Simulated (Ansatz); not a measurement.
This cell of SrF$_{2}$ (fluorite) is off equilibrium:

```xyz
6
Lattice="0.0000 5.7906 5.7906 2.8953 0.0000 2.8953 2.8953 2.8953 0.0000" Properties=species:S:1:pos:R:3 pbc="T T T"
Sr     0.0539    -0.0539    -0.0539
Sr     2.8414     5.8445     2.9492
F      1.4806     1.4147     1.4147
F      1.4147     4.3759     4.3759
F      4.3100     4.3759     4.3759
F      4.3759     7.2054     7.2054
```

Method: r2SCAN (plane waves to 500 eV, PAW, scalar-relativistic; Ansatz, a quantum-chemistry and plane-wave program). k mesh 5×10×10 (Γ-centred), Fermi-Dirac smearing 0.05 eV. Stress and pressure are positive under compression. SrF2 was relaxed with its symmetry unable to fall.

Q: Predict the force on every atom, in eV/Å.

A: 
```
atom      Fx      Fy      Fz
----  ------  ------  ------
Sr1   -0.686   0.686   0.686
Sr2    0.686  -0.686  -0.686
F3    -0.017   0.017   0.017
F4     0.189  -0.189  -0.189
F5     0.017  -0.017  -0.017
F6    -0.189   0.189   0.189
```

Q: Give the stress tensor in GPa and the pressure.

A: 
```
   0.83    -0.65    -0.65
  -0.65     0.83     0.65
  -0.65     0.65     0.83
```
The pressure, a third of the trace, is 0.83 GPa.

(A displaced cell: forces are minus the slopes of the energy, force constants its curvatures, and phonons follow from these.)
